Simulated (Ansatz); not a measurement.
# What a trial cell of Ba relaxes into

The calculation used DFT PBE, scalar-relativistic, plane waves, PAW (Ansatz 0.2.0). Cutoff 420 eV, Γ-centred k mesh, Gaussian smearing, no spin polarisation in the final step.

The start is a random cell of Ba without symmetry, drawn with lower limits on the distances.

```xyz
2
Lattice="7.0616 0.0000 0.0000 -1.0769 4.6499 0.0000 0.3701 -0.5535 4.7647" Properties=species:S:1:pos:R:3 pbc="T T T"
Ba    6.8817    0.3524    1.0296
Ba    3.0602    0.7762    0.6928
```

Cell and atoms relax at zero pressure; the relaxation can't lower the symmetry of the start. After a coarse first stage the cell is made exact in the group found at 0.06 Å.

(1) Which crystal results?

(2) What are its volume, density and gap?

## Answers

(1) It ends in Im-3m (No. 229). The result has the bcc structure. Conventional cell: a = 5.019 Å. Ba is coordinated by 8 Ba at 4.35 Å and 6 Ba at 5.02 Å.

```
Ba
1.0
    -2.50963    2.50963    2.50963
     2.50963   -2.50963    2.50963
     2.50963    2.50963   -2.50963
Ba
1
Direct
  0.00000 0.00000 0.00000
```

(2) The volume per atom is 63.22 Å³ and the density is 3.61 g/cm³. The gap on the 14×14×8 mesh is 0 eV (a metal).

The final run used a 14×14×8 mesh on its 2-atom cell and 0.10 eV smearing. Symmetry constrained the relaxation, so the result can be a saddle point.